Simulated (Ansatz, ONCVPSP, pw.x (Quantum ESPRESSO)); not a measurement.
# lithium (Li) (fcc): variants of one ONCV potential in the solid

lithium, optimised norm-conserving Vanderbilt (ONCV), made with ONCVPSP 4.0.1.1 (patched build) (PBE, scalar-relativistic). Core [He], reference 2s0.5 (charge +0.5). Waves: 2s: rc 2.40 bohr, ncon 5, nbas 8, qcut 2.9 1/bohr, 1 projector; p scattering state at 0.06 Ha: rc 2.25 bohr, ncon 4, nbas 8, qcut 3.6 1/bohr, 3 projectors, debl 3.7 Ha; d scattering state at 0.03 Ha: rc 1.95 bohr, ncon 3, nbas 8, qcut 4.7 1/bohr, 2 projectors, debl 3.3 Ha. Local part: polynomial inside 1.80 bohr (lpopt 4, dvloc0 2 Ha). Core correction: Teter function, fcfact 2.75, rcfact 1.05.

In the p channel the program set the typed energies aside and used 0.050, 3.750, 7.450 Ha.

Crystal test: fcc Li in pw.x 7.5, no spin, 13³ k-points, Fermi–Dirac smearing 0.01 Ry, cutoffs set for each file from its atomic test. The reference is all-electron LAPW (Ansatz 0.2.0) with the same functional, mesh and smearing; V0 and B0 come from Birch–Murnaghan fits to the pressures at five volumes. Errors are pseudo minus all-electron; Δ is the rms difference of the E(V) curves that follow from these fits, minima aligned, over ±6 % about the mean V0. Mesh and smearing are coarse, so the numbers serve the comparison and aren't converged zero-temperature values; the lattice is a test structure that the element need not adopt.

All-electron: a0 = 4.329 Å (V0 = 20.28 Å³/atom), B0 = 13.7 GPa.

Base: This is a poor potential for the solid. Atomic configuration tests: 1 of 2 tests not solved or not reliable.

2 further variants are left out: they gave no file fit for a test, a broken result, the same result as the base, or pressures whose basis-set error rivals the error shown.

A dash in a converged row means that the minimum lies outside the volumes sampled.

```tsv
change	cutoffs (Ry)	pw.x	a0 (Å)	a0 error (%)	B0 error (%)	Δ (meV/atom)	mean pressure error (GPa)
base	50/200	converged; energies reset by the program	–	–	–	–	-0.81
p: rc 2.42	50/200	converged; energies reset by the program	–	–	–	–	-0.83
reference 2s1	50/200	converged	4.262	-1.55	-1.4	2.8	-0.59
```

Task: Give the row for: core correction Teter function, fcfact 2.75, rcfact 1.32.

Result: pw.x: converged; energies reset by the program; mean pressure error (GPa): -0.62.
